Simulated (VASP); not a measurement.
# C3H4 in VASP: further runs

Aim: see how the results for C3H4 move with the level of theory and the settings. Levels: PBE+D3(BJ), PBE, RPBE. Tasks: relaxation of the atoms, single point.

All numbers are computed with VASP 6.6.1; they aren't measurements. Logs are shortened: lines on timing, memory, paths and dates and some standing lists are left out, and cuts for length are marked.

## (1) Starting point

The cell holds a molecule in a box, 7 atoms: a = 14.193 Å, b = 14.693 Å, c = 15.193 Å, α = 90.00°, β = 90.00°, γ = 90.00°.

## (2) Relaxation of the atoms, PBE+D3(BJ)

File INCAR:

```
SYSTEM = H4C3
ALGO = Normal
EDIFF = 1E-6
EDIFFG = -0.03
ENCUT = 400
GGA = PE
IBRION = 2
ISIF = 2
ISMEAR = 0
ISYM = 0
IVDW = 12
LASPH = .True.
LCHARG = .False.
LREAL = .False.
LWAVE = .False.
NELM = 60
NSW = 120
PREC = Accurate
SIGMA = 0.01
```

File KPOINTS:

```
k-points
0
Gamma
  1 1 1
  0 0 0
```

File POSCAR:

```
H4C3
1.0
   14.1932882215      0.0000000000      0.0000000000
    0.0000000000     14.6932882215      0.0000000000
    0.0000000000      0.0000000000     15.1932882215
C H
3 4
Selective dynamics
Direct
    0.4283722568      0.5003021098      0.5888092643  F F F
    0.4790789752      0.5024441644      0.5259622827  T T T
    0.5403337603      0.5051299418      0.4500015862  T T T
    0.3839200292      0.4984439373      0.6439008615  T T T
    0.5398195171      0.5730782506      0.4212480140  T T T
    0.5163311150      0.4563804818      0.4008140347  T T T
    0.6121443464      0.4880415141      0.4692639566  T T T
```

Potentials or basis: VASP PAW PBE potentials, release 64 (C, H).

Command:

```bash
cat potpaw_PBE.64/C/POTCAR potpaw_PBE.64/H/POTCAR > POTCAR
mpirun -np 1 vasp_gam > vasp.out
```

OUTCAR:

```text
SYSTEM = H4C3
   EDIFF = 1E-6
   EDIFFG = -0.03
   ENCUT = 400
   GGA = PE
   IBRION = 2
   ISIF = 2
   ISMEAR = 0
   ISYM = 0
   IVDW = 12
   LASPH = .True.
   LREAL = .False.
   NELM = 60
   NSW = 120
   PREC = Accurate
 IVDW          = 12

 ion  position               nearest neighbor table
   1  0.428  0.500  0.589-   4 1.05   2 1.20
   2  0.479  0.502  0.526-   1 1.20   3 1.45
   3  0.540  0.505  0.450-   7 1.09   6 1.09   5 1.09   2 1.45
   4  0.384  0.498  0.644-   1 1.05
   5  0.540  0.573  0.421-   3 1.09
   6  0.516  0.456  0.401-   3 1.09
   7  0.612  0.488  0.469-   3 1.09

IMPORTANT INFORMATION: All symmetrisations will be switched off!
NOSYMM: (Re-)initialisation of all symmetry stuff for point group C_1.

----------------------------------------------------------------------------------------

                                     Primitive cell

  volume of cell :    3168.5006

  direct lattice vectors                    reciprocal lattice vectors
    14.193288221  0.000000000  0.000000000     0.070455837  0.000000000  0.000000000
     0.000000000 14.693288221  0.000000000     0.000000000  0.068058285  0.000000000
     0.000000000  0.000000000 15.193288221     0.000000000  0.000000000  0.065818537

  length of vectors
    14.193288221 14.693288221 15.193288221     0.070455837  0.068058285  0.065818537

  position of ions in fractional coordinates (direct lattice)
     0.428372257  0.500302110  0.588809264
     0.479078975  0.502444164  0.525962283
     0.540333760  0.505129942  0.450001586
     0.383920029  0.498443937  0.643900862
     0.539819517  0.573078251  0.421248014
     0.516331115  0.456380482  0.400814035
     0.612144346  0.488041514  0.469263957

  ion indices of the primitive-cell ions
   primitive index   ion index
                 1           1
                 2           2
                 3           3
                 4           4
                 5           5
                 6           6
                 7           7

----------------------------------------------------------------------------------------

 KPOINTS: k-points

Automatic generation of k-mesh.
 Grid dimensions read from file:
 generate k-points for:    1    1    1

 Generating k-lattice:

  Cartesian coordinates                     Fractional coordinates (reciprocal lattice)
     0.070455837  0.000000000  0.000000000     1.000000000  0.000000000  0.000000000
     0.000000000  0.068058285  0.000000000     0.000000000  1.000000000  0.000000000
     0.000000000  0.000000000  0.065818537     0.000000000  0.000000000  1.000000000

  Length of vectors
     0.070455837  0.068058285  0.065818537

  Shift w.r.t. Gamma in fractional coordinates (k-lattice)
     0.000000000  0.000000000  0.000000000

 Subroutine IBZKPT returns following result:
 ===========================================

 Found      1 irreducible k-points:

 Following reciprocal coordinates:
            Coordinates               Weight
  0.000000  0.000000  0.000000      1.000000
   k-points           NKPTS =      1   k-points in BZ     NKDIM =      1   number of bands    NBANDS=     12
   number of dos      NEDOS =    301   number of ions     NIONS =      7
   total plane-waves  NPLWV = 921600
   dimension x,y,z NGX =    96 NGY =   96 NGZ =  100
   dimension x,y,z NGXF=   192 NGYF=  192 NGZF=  200
   ions per type =               3   4
   NGX,Y,Z   is equivalent  to a cutoff of  11.24, 10.86, 10.94 a.u.
   NGXF,Y,Z  is equivalent  to a cutoff of  22.49, 21.72, 21.88 a.u.
 SYSTEM =  H4C3
   PREC   = accura    normal or accurate (medium, high low for compatibility)
   ISTART =      0    job   : 0-new  1-cont  2-samecut
   ICHARG =      2    charge: 1-file 2-atom 10-const
   ISPIN  =      1    spin polarized calculation?
   LNONCOLLINEAR =      F non collinear calculations
   LSORBIT =      F    spin-orbit coupling
   LASPH  =      T    aspherical Exc in radial PAW
   ENCUT  =  400.0 eV  29.40 Ry    5.42 a.u.  23.15 23.96 24.78*2*pi/ulx,y,z
   NELM   =     60;   NELMIN=  2; NELMDL= -5     # of ELM steps
   EDIFF  = 0.1E-05   stopping-criterion for ELM
   LREAL  =      F    real-space projection
   EDIFFG = -.3E-01   stopping-criterion for IOM
   NSW    =    120    number of steps for IOM
   IBRION =      2    ionic relax: 0-MD 1-quasi-New 2-CG
   NFREE  =      1    steps in history (QN), initial steepest desc. (CG)
   ISIF   =      2    stress and relaxation
   ISYM   =      0    0-nonsym 1-usesym 2-fastsym
   POTIM  = 0.5000    time-step for ionic-motion
   TEBEG  =    0.0;   TEEND  =   0.0 temperature during run
   PSTRESS=    0.0 pullay stress
   NELECT =      16.0000    total number of electrons
   NUPDOWN=      -1.0000    fix difference up-down
   EMIN   =  10.00;   EMAX   =-10.00  energy-range for DOS
   EFERMI =   0.00;   METHOD = LEGACY
   ISMEAR =     0;   SIGMA  =   0.01  broadening in eV -4-tet -1-fermi 0-gaus
   EFERMI_NEDOS =   21; number of points for ismear=-14 and -15
   IALGO  =     38    algorithm
   IMIX   =      4    mixing-type and parameters
     AMIX     =   0.40;   BMIX     =  1.00
     AMIX_MAG =   1.60;   BMIX_MAG =  1.00
  volume/ion in A,a.u.               =     452.64      3054.59
  Fermi-wavevector in a.u.,A,eV,Ry     =   0.280865  0.530757  1.073294  0.078885
  Thomas-Fermi vector in A             =   1.130062
   LORBIT       =      0    0 simple, 1 ext, 2 COOP (PROOUT), +10 PAW based schemes
   GGA     = PE    functional components
   LHFCALC =     F    Hartree Fock is set to
   AEXX    =    0.0000 exact exchange contribution
   IVDW    =    12    specifies the selected vdW correction
   LEPSILON=     F    determine dielectric tensor
   LRPA    =     F    only Hartree local field effects (RPA)
 conjugate gradient relaxation of ions
 non-spin polarized calculation
 Gauss-broadening in eV      SIGMA  =   0.01
  energy-cutoff  :      400.00
  volume of cell :     3168.50
 maximum number of plane-waves:     28781
 NGX is ok and might be reduce to    96
   NGX = 47   NGY = 47   NGZ = 49

--------------------------------------- Ionic step        1  -------------------------------------------

 number of electron      16.0000002 magnetization

 Free energy of the ion-electron system (eV)
  ---------------------------------------------------
  ext. energy  EPLUGINS =         0.00000000
  ---------------------------------------------------
  free energy    TOTEN  =       -39.79688695 eV

  energy without entropy =      -39.79688695  energy(sigma->0) =      -39.79688695

------------------------ aborting loop because EDIFF is reached ----------------------------------------

 Edisp (eV)   -0.09187

 E8    (eV) :    -0.0266

  FORCE on cell =-STRESS in cart. coord.  units (eV):
  Direction    XX          YY          ZZ          XY          YZ          ZX
  --------------------------------------------------------------------------------------
  -------------------------------------------------------------------------------------
  Total       0.88696    -0.28041     1.77614     0.05152    -0.06918    -1.54585
  in kB       0.44850    -0.14179     0.89812     0.02605    -0.03498    -0.78167
  external pressure =        0.40 kB  Pullay stress =        0.00 kB

 VOLUME and BASIS-vectors are now :
 -----------------------------------------------------------------------------
  energy-cutoff  :      400.00
  volume of cell :     3168.50
      direct lattice vectors                 reciprocal lattice vectors
    14.193288221  0.000000000  0.000000000     0.070455837  0.000000000  0.000000000
     0.000000000 14.693288221  0.000000000     0.000000000  0.068058285  0.000000000
     0.000000000  0.000000000 15.193288221     0.000000000  0.000000000  0.065818537
[... 91 lines left out ...]
 POSITION                                       TOTAL-FORCE (eV/Angst)
 -----------------------------------------------------------------------------------
      6.08001      7.35108      8.94595         0.091499      0.003430     -0.122211
      6.80650      7.38287      7.98209        -0.320733     -0.013323      0.426971
      7.66715      7.42194      6.83957         0.173859      0.008232     -0.231726
      5.44398      7.32355      9.78975        -0.298960     -0.013977      0.396978
      7.66263      8.42314      6.39785         0.084069      0.152105     -0.178308
      7.32834      6.70383      6.08656         0.034210     -0.102527     -0.223679
      8.69194      7.17028      7.12937         0.236057     -0.033941     -0.068025
 -----------------------------------------------------------------------------------
    total drift:                                0.000059     -0.000549      0.000110

  FREE ENERGIE OF THE ION-ELECTRON SYSTEM (eV)
  ---------------------------------------------------
  free  energy   TOTEN  =       -39.9011421818 eV

  energy  without entropy=      -39.9011421818  energy(sigma->0) =      -39.90114218

[... ionic steps 4 to 12 ...]

--------------------------------------- Ionic step       13  -------------------------------------------

 number of electron      16.0000004 magnetization

------------------------ aborting loop because EDIFF is reached ----------------------------------------

 Edisp (eV)   -0.09120

 E8    (eV) :    -0.0265

  FORCE on cell =-STRESS in cart. coord.  units (eV):
  Direction    XX          YY          ZZ          XY          YZ          ZX
  --------------------------------------------------------------------------------------
  -------------------------------------------------------------------------------------
  Total      -0.65233    -0.71070    -0.61996     0.00180    -0.00393    -0.06308
  in kB      -0.32985    -0.35937    -0.31349     0.00091    -0.00199    -0.03190
  external pressure =       -0.33 kB  Pullay stress =        0.00 kB
[... 55 lines left out ...]
 POSITION                                       TOTAL-FORCE (eV/Angst)
 -----------------------------------------------------------------------------------
      6.08001      7.35108      8.94595         0.031320      0.001159     -0.041916
      6.80878      7.38329      7.97913        -0.034335     -0.000822      0.044471
      7.68211      7.42273      6.81967         0.010024      0.000195     -0.010868
      5.43647      7.32288      9.79989        -0.001471     -0.000775      0.002314
      7.68872      8.42435      6.36317        -0.000763     -0.000245      0.001511
      7.35421      6.70501      6.05217        -0.001621      0.000178      0.002573
      8.71782      7.17134      7.09522        -0.003154      0.000311      0.001915
 -----------------------------------------------------------------------------------
    total drift:                               -0.000052     -0.000329      0.000022

  FREE ENERGIE OF THE ION-ELECTRON SYSTEM (eV)
  ---------------------------------------------------
  free  energy   TOTEN  =       -39.9192935531 eV

  energy  without entropy=      -39.9192935531  energy(sigma->0) =      -39.91929355

--------------------------------------- Ionic step       15  -------------------------------------------

 number of electron      16.0000004 magnetization

 Free energy of the ion-electron system (eV)
  ---------------------------------------------------
  ext. energy  EPLUGINS =         0.00000000
  ---------------------------------------------------
  free energy    TOTEN  =       -39.82810878 eV

  energy without entropy =      -39.82810878  energy(sigma->0) =      -39.82810878

 E-fermi :  -6.3134     XC(G=0):  -0.3747

 val. band max:       -6.4078414449   @ k =   0.0000   0.0000   0.0000
 cond. band min:      -0.4733156621   @ k =   0.0000   0.0000   0.0000
 fundamental gap:      5.9345257828
 Fermi energy:        -6.3134158253

 k-point     1 :       0.0000    0.0000    0.0000
  band No.  band energies     occupation
      1     -19.2539      2.00000
      2     -17.1914      2.00000
      3     -12.8518      2.00000
      4     -11.0461      2.00000
      5     -10.4859      2.00000
      6     -10.4854      2.00000
      7      -6.4084      2.00000
      8      -6.4078      2.00000
      9      -0.4733      0.00000
     10       0.0064      0.00000
     11       0.0223      0.00000
     12       0.1787      0.00000

------------------------ aborting loop because EDIFF is reached ----------------------------------------

 Edisp (eV)   -0.09120

 E8    (eV) :    -0.0265
[... 18 lines left out ...]
 POSITION                                       TOTAL-FORCE (eV/Angst)
 -----------------------------------------------------------------------------------
      6.08001      7.35108      8.94595         0.010887      0.000258     -0.014805
      6.80856      7.38327      7.97943        -0.002382      0.000453      0.002653
      7.68219      7.42270      6.81968        -0.000066      0.001561     -0.005670
      5.43653      7.32289      9.79980        -0.004228     -0.000913      0.006008
      7.68868      8.42447      6.36316        -0.000598     -0.004959      0.003751
      7.35414      6.70493      6.05212        -0.000039      0.003227      0.006080
      8.71785      7.17132      7.09527        -0.003575      0.000373      0.001983
 -----------------------------------------------------------------------------------
    total drift:                               -0.000469     -0.000192     -0.000123

  FREE ENERGIE OF THE ION-ELECTRON SYSTEM (eV)
  ---------------------------------------------------
  free  energy   TOTEN  =       -39.9193049092 eV

  energy  without entropy=      -39.9193049092  energy(sigma->0) =      -39.91930491

 reached required accuracy - stopping structural energy minimisation
```

It took 10 min on 1 thread of Intel Xeon 6975P-C (Granite Rapids), shared host; peak memory 1.7 GiB.

What came out:

```
Free energy                     : -39.9193 eV
Energy gained by relaxing       : 4.4 meV/atom
Ionic steps                     : 15
Gap between the frontier levels : 5.93 eV
Dispersion energy per atom      : -0.013 eV
```

Step by step:
| step | energy change (eV) | largest force (eV/Å) | pressure (GPa) |
| --- | --- | --- | --- |
| 1 | 0.0000 | 1.1252 | 0.04 |
| 2 | 0.1637 | 6.5580 | -0.06 |
| 3 | -0.0124 | 0.5342 | 0.02 |
| 4 | -0.0138 | 1.7546 | -0.02 |
| 5 | -0.0207 | 0.8591 | -0.01 |
| 6 | -0.0243 | 0.4716 | -0.02 |
| 7 | -0.0254 | 0.2499 | -0.03 |
| 8 | -0.0272 | 0.2367 | -0.03 |
| 9 | -0.0275 | 0.3286 | -0.03 |
| 10 | -0.0289 | 0.1192 | -0.03 |
| 11 | -0.0293 | 0.1370 | -0.04 |
| 12 | -0.0299 | 0.0949 | -0.04 |
| 13 | -0.0305 | 0.0473 | -0.03 |
| 14 | -0.0305 | 0.0562 | -0.03 |
| 15 | -0.0305 | 0.0184 | -0.03 |

Final structure:
```yaml
crystal:
  lattice:
    - [14.19329, 0.00000, 0.00000]
    - [0.00000, 14.69329, 0.00000]
    - [0.00000, 0.00000, 15.19329]
  atoms:
    - { symbol: C, position: [0.42837, 0.50030, 0.58881] }
    - { symbol: C, position: [0.47970, 0.50249, 0.52519] }
    - { symbol: C, position: [0.54126, 0.50518, 0.44886] }
    - { symbol: H, position: [0.38304, 0.49838, 0.64501] }
    - { symbol: H, position: [0.54171, 0.57335, 0.41881] }
    - { symbol: H, position: [0.51814, 0.45633, 0.39834] }
    - { symbol: H, position: [0.61422, 0.48807, 0.46700] }
```

Caveat: the cutoff is under 1.25 times the usual one of these potentials, so pressure, stress and relaxed cells hold a basis-set (Pulay) error; the standard files for N, O and F lose accuracy on very short bonds. PBE gaps usually lie below the measured ones, often by a third to a half.

[end of part 1 of 2]
